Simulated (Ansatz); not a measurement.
**KI: band gap under strain**

Aim: follow the gap of KI (rocksalt) through these states: no strain; -4.0 % equal strain in all directions; -2.0 % strain along x alone. The table at the end shows which levels were run.

Program: Ansatz 0.2.0. PAW datasets, plane waves. No spin polarisation and no zero-point or thermal motion.

### 1 The structure to begin with

The unstrained cell was relaxed with r2SCAN; in each strained cell the atoms were relaxed again with r2SCAN. Names of k-points are those of the unstrained zone, where strain can split equivalent points. First state: no strain.

The symmetry is Fm-3m (No. 225, cubic); a = 7.089 Å in the conventional setting, 44.52 Å³ an atom. Near K stand 6 I at 3.54 Å; near I stand 6 K at 3.54 Å.

Structure file:

```xyz
2
Lattice="0.0000 3.5443 3.5443 3.5443 0.0000 3.5443 3.5443 3.5443 0.0000" Properties=species:S:1:pos:R:3 pbc="T T T"
K     0.0000    0.0000    0.0000
I     3.5443    3.5443    3.5443
```

### 2 No strain: PBE

input.yaml reads:

```yaml
crystal:
  lattice:
    - [0.0, 3.5442842164, 3.5442842164]
    - [3.5442842164, 0.0, 3.5442842164]
    - [3.5442842164, 3.5442842164, 0.0]
  atoms:
    - { symbol: K, position: [0.0, 0.0, 0.0] }
    - { symbol: I, position: [0.5, 0.5, 0.5] }
kpoints:
  mp_grid: { grid: [6, 6, 6] }
  band_path:
    path:
      - [0.0, 0.0, 0.0]
      - [0.5, 0.0, 0.5]
      - [0.625, 0.25, 0.625]
      - [0.375, 0.375, 0.75]
      - [0.5, 0.5, 0.5]
      - [0.5, 0.25, 0.75]
    npoints: 1
hamiltonian:
  xc: pbe
scf:
  occupations: { method: fermi_dirac, width: 0.02 }
  n_extra_bands: 4
output:
  forces: true
  stress: true
  eigenvalues: true
```

On the command line:

```
$ ansatz run input.yaml --threads 4 --pin off --max-ram 4608MiB --backend cpu --events-out ev --progress --plain --runs-dir out
```

After this run come: No strain: r2SCAN; No strain: HSE06; No strain: G0W0@PBE; -4.0 % equal strain in all directions: PBE; -4.0 % equal strain in all directions: r2SCAN; -4.0 % equal strain in all directions: HSE06; -4.0 % equal strain in all directions: G0W0@PBE; -2.0 % strain along x alone: PBE; -2.0 % strain along x alone: r2SCAN; -2.0 % strain along x alone: HSE06; -2.0 % strain along x alone: G0W0@PBE.

Q: Predict the outcome of this session.

As calculated:

Least gap in eV (negative: overlap), with the change from the unstrained cell in brackets. G0W0 is on its own coarse mesh.

| state | volume change (%) | PBE | r2SCAN | HSE06 | G0W0 |
| --- | --- | --- | --- | --- | --- |
| no strain | +0.0 | 3.94 | 4.59 | 4.94 | 6.10 |
| -4.0 % equal strain in all directions | -11.5 | 4.25 (+0.31) | 4.93 (+0.34) | 5.27 (+0.33) | 6.34 (+0.24) |
| -2.0 % strain along x alone | -2.0 | 3.99 (+0.05) | 4.63 (+0.04) | 4.99 (+0.05) | 6.13 (+0.03) |

**Reading.** With HSE06, of the states in the table -4.0 % equal strain in all directions shifts the gap most, by +0.334 eV. PBE and HSE06 differ by 1.00 eV on the unstrained gap, and by at most 0.03 eV on its change: the two disagree on the size of the gap but agree on its response to strain. Spin-orbit coupling is left out of the table, though the cell holds I (Z = 53); in an element this heavy it can shift bands and gaps by tenths of an eV. No extrapolation in bands, cutoff or mesh was made for G0W0.
